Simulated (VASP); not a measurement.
# KCl (strained zincblende): one r²SCAN single-point calculation in two programs

```xyz
2
Lattice="0.0912 3.5985 3.5985 3.5985 0.0912 3.5985 3.5985 3.5985 0.0912" Properties=species:S:1:pos:R:3 pbc="T T T"
K     0.0178    0.0178    0.0178
Cl    1.8043    1.8043    1.8043
```

The two codes use different PAW datasets and cutoffs. VASP's cell holds 16 valence electrons and Ansatz's 16. Ansatz's stress includes a Pulay correction; VASP's doesn't.

Cutoffs: 520 eV in VASP, 500 eV in Ansatz. k meshes: 6×6×6 and 6×6×6.

```json
{"": "gap between bands v and c", "VASP": "5.26 eV", "Ansatz": "5.26 eV"}
{"": "least direct gap", "VASP": "5.29 eV", "Ansatz": "5.29 eV"}
{"": "pressure", "VASP": "-0.5 GPa", "Ansatz": "-0.4 GPa"}
```

Band v is the last that the valence electrons fill when counted band by band, and c is the next. Levels in eV from the top of v, Ansatz:

| point | v−1 | v | c | c+1 |
| --- | --- | --- | --- | --- |
| Γ | -0.03 | -0.03 | 5.26 | 10.02 |
| X | -0.04 | 0.00 | 7.11 | 8.20 |
| K | -0.11 | -0.03 | 7.32 | 8.25 |
| L | -0.04 | -0.02 | 7.71 | 7.95 |
| W | -0.18 | -0.02 | 7.31 | 8.20 |

VASP:

```csv
point,v−1,v,c,c+1
Γ,-0.03,-0.03,5.26,10.04
X,-0.04,0.00,7.11,8.20
K,-0.11,-0.03,7.33,8.25
L,-0.04,-0.02,7.71,7.96
W,-0.18,-0.03,7.32,8.20
```
